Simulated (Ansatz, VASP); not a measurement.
# Two plane-wave programs on GaSb

File INCAR:

```
ALGO     = Normal         # electronic algorithm
EDIFF    = 1E-8           # SCF threshold, eV
ENCUT    = 520            # plane-wave cutoff, eV
GGA      = PE             # functional
ISIF     = 2              # what is computed and relaxed
ISMEAR   = -1             # smearing method
LASPH    = True           # aspherical terms in the spheres
LCHARG   = False          # write CHGCAR
LEFG     = True         
LREAL    = False          # projectors in reciprocal space
LWAVE    = False          # write WAVECAR
NBANDS   = 16             # bands
NELM     = 60             # most SCF steps
PREC     = Accurate       # precision mode
SIGMA    = 0.08           # smearing width, eV
```

The input KPOINTS:

```
k-points
0
Gamma
  9 9 9
```

File POSCAR:

```
GaSb
1.0
    0.0000000000      3.1690161454      3.1690161454
    3.1690161454      0.0000000000      3.1690161454
    3.1690161454      3.1690161454      0.0000000000
Ga Sb
1 1
Direct
    0.0000000000      0.0000000000      0.0000000000
    0.2500000000      0.2500000000      0.2500000000
```

Input for Ansatz:

```yaml
crystal:
  lattice:
    - [0.0, 3.1690161454, 3.1690161454]
    - [3.1690161454, 0.0, 3.1690161454]
    - [3.1690161454, 3.1690161454, 0.0]
  atoms:
    - { symbol: Ga, position: [0.0, 0.0, 0.0] }
    - { symbol: Sb, position: [0.25, 0.25, 0.25] }
kpoints:
  mp_grid: { grid: [9, 9, 9] }
scf:
  occupations: { method: fermi_dirac, width: 0.08 }
hamiltonian:
  xc: pbe
  pseudopotentials: { kind: paw }
output:
  forces: true
  stress: true
  eigenvalues: true
  efg: { contact_densities: true }
```

Change from the starting cell: volume scaled by 1.06, PAW files.

Alike in both runs: task electric field gradients; functional PBE; k mesh 9 × 9 × 9; occupations fermi-dirac, width 0.08 eV; no spin polarisation.

```csv
,VASP,Ansatz
version,VASP 6.6.1,Ansatz 0.2.0
potentials or method,"VASP PAW PBE potentials, release 64 (Ga_d, Sb)","PAW with Ansatz's default frozen-core files, scalar-relativistic"
plane-wave cutoff (eV),520,420
valence electrons in the cell,18,28
```

|  | VASP | Ansatz | Ansatz less VASP |
| --- | --- | --- | --- |
| pressure (GPa) | -2.2 | -2.3 | -0.06 |
| Vzz of the field gradient on the site that differs most (V/Å²) | 0.0 | 0.0 | -0.01 |

The two sets of potentials don't hold the same shells in valence. Ansatz warned: «gradients_without_spin_orbit».

The runs have no spin-orbit coupling, so splittings on Sb are missing.
